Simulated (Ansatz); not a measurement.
Runs of Ansatz 0.2.0 on BP. The structure is cubic, space group F-43m (No. 216). Conventional cell: a = 4.538 Å, b = 4.538 Å, c = 4.538 Å, α = 90.00°, β = 90.00°, γ = 90.00°. P (site symmetry -43m) has 4 B at 1.97 Å as nearest neighbours. B (site symmetry -43m) is surrounded by 4 P at 1.97 Å. 

| task | potentials or basis | k mesh | cutoff (eV) | smearing | basis error allowed | gap on the mesh (eV) | pressure (GPa) |
| --- | --- | --- | --- | --- | --- | --- | --- |
| electric field gradients | all-electron PAW datasets made for the crystal | 10 × 10 × 10 | 280 | fermi-dirac 0.05 eV | - | 1.25 | 1.1 |
| single point | all-electron LAPW, scalar-relativistic | 6 × 6 × 6 | 253 | fermi-dirac 0.03 eV | 0.002 eV/atom | 1.34 | (a) |
| Wannier functions | all-electron PAW datasets made for the crystal | 10 × 10 × 10 | 310 | fixed | - | 1.25 | 1.1 |
| dielectric tensor | all-electron PAW datasets made for the crystal | 10 × 10 × 10 | 310 | fixed | - | 1.25 | - |

Alike in all rows: level PBE; no spin polarisation; cell as given.

Fill in the values left out.

(a) 1.2.

A k mesh can miss the band edges.

The runs don't all hold the same shells in valence.
